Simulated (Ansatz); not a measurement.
# Ag (Fm-3m) in Ansatz: further runs

One crystal, Ag, is run at these levels: r2SCAN; tasks: single point, equation of state.

All numbers are computed with Ansatz 0.2.0; they aren't measurements. Logs are shortened: lines on timing, memory, paths and dates and some standing lists are left out, and cuts for length are marked.

## Step 1: Starting point

The structure is cubic, space group Fm-3m (No. 225). Conventional cell: a = 4.085 Å, b = 4.085 Å, c = 4.085 Å, α = 90.00°, β = 90.00°, γ = 90.00°. Ag (site symmetry m-3m) has 12 Ag at 2.89 Å as nearest neighbours.

## Step 2: Single point, r2SCAN, 16.03 Å³/atom (volume scaled by 0.94)

input.yaml reads:

```yaml
crystal:
  lattice:
    - [0.0, 2.0010495236, 2.0010495236]
    - [2.0010495236, 0.0, 2.0010495236]
    - [2.0010495236, 2.0010495236, 0.0]
  atoms:
    - { symbol: Ag, position: [0.0, 0.0, 0.0] }
hamiltonian:
  xc: r2scan
  pseudopotentials: { kind: paw }
kpoints:
  mp_grid: { grid: [11, 11, 11] }
scf:
  occupations: { method: fermi_dirac, width: 0.05 }
output:
  forces: true
  stress: true
  eigenvalues: true
  write_density: true
  write_potential: true
  elf: true
  volumetric_format: npy
```

Potentials or basis: Ansatz PAW.

Command:

```console
$ ansatz run input.yaml --threads 2 --pin off --max-ram 5632MiB --backend cpu --events-out ev --progress --plain --runs-dir out
```

Standard output:

```text
Warning: RAYON_NUM_THREADS=2 ignored (pool sized by the plan → 2); use --threads N
Engine: ansatz 0.2.0, aarch64-unknown-linux-gnu
Pseudopotentials: kind: paw
Pseudopotential: Ag, paw, valence charge 19, recommended cutoff 500 eV (meta_gga), Ag.paw.azcp
Functional definition: r2SCAN
  parameter k0 = 0.174
  parameter k1 = 0.065
  parameter a1 = 4.9479
  exchange = r2scan_x(k0 = k0, k1 = k1, a1 = a1)
  correlation = r2scan_c
Crystal: 1 atoms, lattice volume = 16.025 Å³
Basis set: ecut = 500 eV, 411 PW (Γ), exchange–correlation on 96×96×96 points (64 copies of the dense FFT grid, shifted against one another)
Bands: 14, of which v1, the nominal top of the filled ones, is band 10 counted from 1 (9 counted from 0)
Symmetry: 48 space group operations
Space group: Fm-3m (ITA 225), of the structure as read, at distance tolerance 2.5e-5 Å
k-points: 56 of 1331
Non-local potential: Ag, projectors of the file, l = 0: 3, l = 1: 2, l = 2: 2, l = 3: 1
PAW form: soft (Blöchl's): semilocal exchange-correlation on the pseudo side does not see the compensation charge
PAW frozen core: Ag, regenerated for the run's functional (the file was generated under x = pbe(κ = 0.804, μ = 0.2195149727645171), c = pbe(β = 0.06672455060314922))
PAW one-centre angular grid: Ag, 590 points (default); XC on 160 Gauss nodes
Initial density: superposition of atomic densities (neutral atoms: chi_scale 0, normalization atom), corrected by the library's trained network
Initial wavefunctions: pseudopotential atomic-orbital guess
Functional: x = r2scan, c = r2scan; τ floored in thin density (d = 2e-4 eV/Å³)
SCF iter   1: F=—  HF=-7603.916362 eV  |F-HF|=—  |Δ(HF+E_count)|=         —  Δρ=1.05e-2  dr2=1.49e-2  dr2_τ=7.09e-4  ethr=1.77e-3  ⟨swp⟩=4.6  Hψ=4039  notcnv=0
preconditioner: auto → none  [insulator: Δε(μ)=0.161 eV  Ē_g=17.775 eV  σ=0.050 eV  W_gap=0.67  n_scr=8 (ndim 8)  ℏωp=30.8 eV  f_vac=0.000  D(μ)=0.23/eV (n_scr^D=0)  ε∞_Penn≈4.0]
SCF iter   2: F=—  HF=-7603.915057 eV  |F-HF|=—  |Δ(HF+E_count)|=   1.31e-3  Δρ=5.65e-3  dr2=1.70e-3  dr2_τ=5.21e-4  ethr=7.84e-5  ⟨swp⟩=2.2  Hψ=1643  notcnv=0  defer=14
SCF iter   3: F=—  HF=-7603.914849 eV  |F-HF|=—  |Δ(HF+E_count)|=   2.08e-4  Δρ=2.26e-3  dr2=3.86e-4  dr2_τ=2.02e-5  ethr=8.97e-6  ⟨swp⟩=2.5  Hψ=1241  notcnv=0  defer=14
SCF iter   4: F=—  HF=-7603.914795 eV  |F-HF|=—  |Δ(HF+E_count)|=   5.38e-5  Δρ=7.73e-4  dr2=3.97e-5  dr2_τ=4.90e-6  ethr=2.03e-6  ⟨swp⟩=1.0  Hψ=770  notcnv=0  defer=14
SCF iter   5: F=—  HF=-7603.914796 eV  |F-HF|=—  |Δ(HF+E_count)|=   1.70e-6  Δρ=1.44e-4  dr2=1.22e-6  dr2_τ=1.90e-7  ethr=2.09e-7  ⟨swp⟩=1.1  Hψ=812  notcnv=0  defer=14
SCF iter   6: F=-7603.914797 eV  HF=-7603.914797 eV  |F-HF|=7.74e-8  |Δ(HF+E_count)|=   2.96e-7  Δρ=1.90e-5  dr2=2.58e-8  dr2_τ=4.34e-9  ethr=5.26e-10  ⟨swp⟩=6.0  Hψ=4428  notcnv=0
SCF 1 converged in 6 iterations: F = -7603.914797 eV  dr2 = 2.58e-8
SCF converged after 6 iterations
Free energy (F): -7603.914797 eV
Harris-Foulkes:  -7603.914797 eV  (|F-HF|=7.74e-8)
Internal energy: -7603.912774 eV  (E = F + TS)
E sigma→0 (E₀):  -7603.913785 eV
Entropy (-TS):   -0.002023 eV (-2.023 meV/atom)
Fermi energy:    19.066415 eV
--- Per-component energies (eV) ---
  E_band       = -230.598582
  E_kinetic    = 529.138141
  E_local      = -2100.336626  (includes V_loc(G=0)·N_el)
  E_nonlocal   = 80.923599
  E_hartree    = 965.720949
  E_xc         = -179.127654
  E_vxc        = -263.898681  (∫ρ·V_xc dr)
  E_paw        = -3922.114443  (= ΣΔE_a)
  E_vpaw       = -426.836748  (= ΣTr[D̂ρ^β])
  E_aug_tail   = 0.000064  (compensation charges beyond the density's cutoff)
  E_vtau       = 18.965775  (kinetic-family band-sum trace: ∫τ·v_τ [+ j·A + Jᵃ·Aᵃ] dr)
  E_ewald      = -2977.607493
  E_core_change = -0.509311  (= ΣΔE_core)
  E_smearing   = -0.002023  (= −TS)
  E_closure    = 0.000000  (closes the sum)
  Σ components = -7603.914797   (vs F -7603.914797, Δ=0.00e0)
--- Forces (eV/Å), atoms counted from 1 ---
  atom   1  Ag    -0.00000000     0.00000000    -0.00000000
  max |Σ_I F_I| component: 8.22e-32 eV/Å
--- Stress (GPa, compression-positive) ---
        9.309489       0.000000       0.000000
       -0.000000       9.309489       0.000000
       -0.000000      -0.000000       9.309489
  P = ⅓ Tr σ = 9.3095 GPa (93.095 kbar)
--- Band table (eV; the first three rows and the last of 56) ---
  k-point 0: bands = ["-76.0605", "-38.5610", "-38.5610", "-38.5610", "10.3687", "13.4028", "13.4028", "13.4028", "14.5667", "14.5667", "35.2944", "39.4426", "39.4426", "39.4426"]
  k-point 1: bands = ["-76.0586", "-38.5784", "-38.5636", "-38.5636", "10.6466", "13.3402", "13.4801", "13.4801", "14.5388", "14.5388", "35.3556", "37.6265", "39.6195", "39.6195"]
  k-point 2: bands = ["-76.0534", "-38.6249", "-38.5705", "-38.5705", "11.3503", "13.3155", "13.6174", "13.6174", "14.5492", "14.5492", "33.5130", "36.3321", "39.9665", "39.9665"]
  k-point 55: bands = ["-76.0283", "-38.7125", "-38.7008", "-38.6405", "12.3987", "12.8718", "13.3471", "14.5886", "15.6485", "24.6661", "24.8258", "26.8635", "28.7841", "41.2182"]
```

rho_z.tsv:

```text
# z_ang	rho[e/angstrom^3]
# format = ansatz-planar-average/11
# lattice	0.000000000	2.001049524	2.001049524
# lattice	2.001049524	0.000000000	2.001049524
# lattice	2.001049524	2.001049524	0.000000000
# sites	1
# site	47	0.000000000	0.000000000	0.000000000
0.000000	2.738294e0
0.117913	2.652140e0
0.235826	2.409943e0
0.353739	2.055611e0
0.471652	1.647798e0
0.589565	1.244943e0
[... 16 lines left out ...]
2.594085	2.409943e0
2.711998	2.652140e0
```

Run time: 1.5 s. Hardware: 2 threads of Arm Neoverse V1, shared host; peak memory 0.33 GiB.

What came out:

| Item | Value |
| --- | --- |
| Free energy | -7603.9148 eV |
| Pressure | 9.3 GPa |
| Band gap on the k mesh | none (metal or under the smearing width) |

Caveat: the PAW data sets come from PBE, with cores solved anew for the run's functional, which leaves a small shift of forces and pressure.

## Step 3: Single point, r2SCAN, 16.37 Å³/atom (volume scaled by 0.96)

input.yaml reads:

```yaml
crystal:
  lattice:
    - [0.0, 2.0151418859, 2.0151418859]
    - [2.0151418859, 0.0, 2.0151418859]
    - [2.0151418859, 2.0151418859, 0.0]
  atoms:
    - { symbol: Ag, position: [0.0, 0.0, 0.0] }
hamiltonian:
  xc: r2scan
  pseudopotentials: { kind: paw }
kpoints:
  mp_grid: { grid: [11, 11, 11] }
scf:
  occupations: { method: fermi_dirac, width: 0.05 }
output:
  forces: true
  stress: true
  eigenvalues: true
```

Potentials or basis: Ansatz PAW.

Command:

```console
$ ansatz run input.yaml --threads 2 --pin off --max-ram 5632MiB --backend cpu --events-out ev --progress --plain --runs-dir out
```

Run time: 1.2 s. Hardware: 2 threads of Arm Neoverse V1, shared host; peak memory 0.32 GiB.

It converged, with:

```
Free energy            : -7603.9312 eV
Pressure               : 6.2 GPa
Band gap on the k mesh : none (metal or under the smearing width)
```

Caveat: the PAW data sets come from PBE, with cores solved anew for the run's functional, which leaves a small shift of forces and pressure.

## Step 4: Single point, r2SCAN, 16.71 Å³/atom (volume scaled by 0.98)

Edit input.yaml of step 3 so:

```diff
@@ -2,5 +2,5 @@
   lattice:
-    - [0.0, 2.0151418859, 2.0151418859]
-    - [2.0151418859, 0.0, 2.0151418859]
-    - [2.0151418859, 2.0151418859, 0.0]
+    - [0.0, 2.0290398554, 2.0290398554]
+    - [2.0290398554, 0.0, 2.0290398554]
+    - [2.0290398554, 2.0290398554, 0.0]
   atoms:
```

Command:

```console
$ ansatz run input.yaml --threads 2 --pin off --max-ram 5632MiB --backend cpu --events-out ev --progress --plain --runs-dir out
```

It took 1.2 s on 2 threads of Arm Neoverse V1, shared host; peak memory 0.32 GiB.

Results (log left out):

- Free energy: -7603.9416 eV
- Pressure: 3.5 GPa
- Band gap on the k mesh: none (metal or under the smearing width)

Caveat: the PAW data sets come from PBE, with cores solved anew for the run's functional, which leaves a small shift of forces and pressure.

## Step 5: Single point, r2SCAN, 17.05 Å³/atom

Edit input.yaml of step 4 so:

```diff
@@ -2,5 +2,5 @@
   lattice:
-    - [0.0, 2.0290398554, 2.0290398554]
-    - [2.0290398554, 0.0, 2.0290398554]
-    - [2.0290398554, 2.0290398554, 0.0]
+    - [0.0, 2.04275, 2.04275]
+    - [2.04275, 0.0, 2.04275]
+    - [2.04275, 2.04275, 0.0]
   atoms:
```

Command:

```console
$ ansatz run input.yaml --threads 2 --pin off --max-ram 5632MiB --backend cpu --events-out ev --progress --plain --runs-dir out
```

Run time: 1.2 s. Hardware: 2 threads of Arm Neoverse V1, shared host; peak memory 0.32 GiB.

Results (log left out):

```
Free energy            : -7603.9466 eV
Pressure               : 1.2 GPa
Band gap on the k mesh : none (metal or under the smearing width)
```

Caveat: the PAW data sets come from PBE, with cores solved anew for the run's functional, which leaves a small shift of forces and pressure.

## Step 6: Single point, r2SCAN, 17.39 Å³/atom (volume scaled by 1.02)

Edit input.yaml of step 5 so:

```diff
@@ -2,5 +2,5 @@
   lattice:
-    - [0.0, 2.04275, 2.04275]
-    - [2.04275, 0.0, 2.04275]
-    - [2.04275, 2.04275, 0.0]
+    - [0.0, 2.05627854, 2.05627854]
+    - [2.05627854, 0.0, 2.05627854]
+    - [2.05627854, 2.05627854, 0.0]
   atoms:
@@ -18 +18,5 @@
   eigenvalues: true
+  write_density: true
+  write_potential: true
+  elf: true
+  volumetric_format: npy
```

Potentials or basis: Ansatz PAW.

Command:

```console
$ ansatz run input.yaml --threads 2 --pin off --max-ram 5632MiB --backend cpu --events-out ev --progress --plain --runs-dir out
```

Wall time 1.5 s (2 threads of Arm Neoverse V1, shared host); peak memory 0.33 GiB.

Results (log left out):

```
Free energy            : -7603.9470 eV
Pressure               : -0.8 GPa
Band gap on the k mesh : none (metal or under the smearing width)
```

Caveat: the PAW data sets come from PBE, with cores solved anew for the run's functional, which leaves a small shift of forces and pressure.

## Step 7: Single point, r2SCAN, 17.73 Å³/atom (volume scaled by 1.04)

input.yaml reads:

```yaml
crystal:
  lattice:
    - [0.0, 2.0696313722, 2.0696313722]
    - [2.0696313722, 0.0, 2.0696313722]
    - [2.0696313722, 2.0696313722, 0.0]
  atoms:
    - { symbol: Ag, position: [0.0, 0.0, 0.0] }
hamiltonian:
  xc: r2scan
  pseudopotentials: { kind: paw }
kpoints:
  mp_grid: { grid: [11, 11, 11] }
scf:
  occupations: { method: fermi_dirac, width: 0.05 }
output:
  forces: true
  stress: true
  eigenvalues: true
```

Command:

```console
$ ansatz run input.yaml --threads 2 --pin off --max-ram 5632MiB --backend cpu --events-out ev --progress --plain --runs-dir out
```

Run time: 1.2 s. Hardware: 2 threads of Arm Neoverse V1, shared host; peak memory 0.32 GiB.

Results (log left out):

```yaml
Free_energy: -7603.9433 eV
Pressure: -2.6 GPa
Band_gap_on_the_k_mesh: none (metal or under the smearing width)
```

Caveat: the PAW data sets come from PBE, with cores solved anew for the run's functional, which leaves a small shift of forces and pressure.

## Step 8: Single point, r2SCAN, 18.07 Å³/atom (volume scaled by 1.06)

input.yaml reads:

```yaml
crystal:
  lattice:
    - [0.0, 2.082814093, 2.082814093]
    - [2.082814093, 0.0, 2.082814093]
    - [2.082814093, 2.082814093, 0.0]
  atoms:
    - { symbol: Ag, position: [0.0, 0.0, 0.0] }
hamiltonian:
  xc: r2scan
  pseudopotentials: { kind: paw }
kpoints:
  mp_grid: { grid: [11, 11, 11] }
scf:
  occupations: { method: fermi_dirac, width: 0.05 }
output:
  forces: true
  stress: true
  eigenvalues: true
  write_density: true
  write_potential: true
  elf: true
  volumetric_format: npy
```

Command:

```console
$ ansatz run input.yaml --threads 2 --pin off --max-ram 5632MiB --backend cpu --events-out ev --progress --plain --runs-dir out
```

Run time: 1.5 s. Hardware: 2 threads of Arm Neoverse V1, shared host; peak memory 0.33 GiB.

It converged, with:

| Quantity | Value |
| --- | --- |
| Free energy | -7603.9362 eV |
| Pressure | -4.1 GPa |
| Band gap on the k mesh | none (metal or under the smearing width) |

Caveat: the PAW data sets come from PBE, with cores solved anew for the run's functional, which leaves a small shift of forces and pressure.

## Step 9: Equation of state, r2SCAN

Potentials or basis: Ansatz PAW.

No new run: the results of the series are fitted here.

What came out:

| Item | Value |
| --- | --- |
| Equilibrium volume | 17.25 Å³/atom |
| Bulk modulus | 101 GPa |
| Pressure derivative of the bulk modulus | 6.2 |

Energy against volume, from the lowest point:
```tsv
volume (Å³/atom)	energy (meV/atom)
16.025	32.16
16.366	15.71
16.707	5.38
17.048	0.38
17.389	0.00
17.730	3.62
18.071	10.75
```

Caveat: the PAW data sets were made with another functional, which shifts forces and pressure a little.
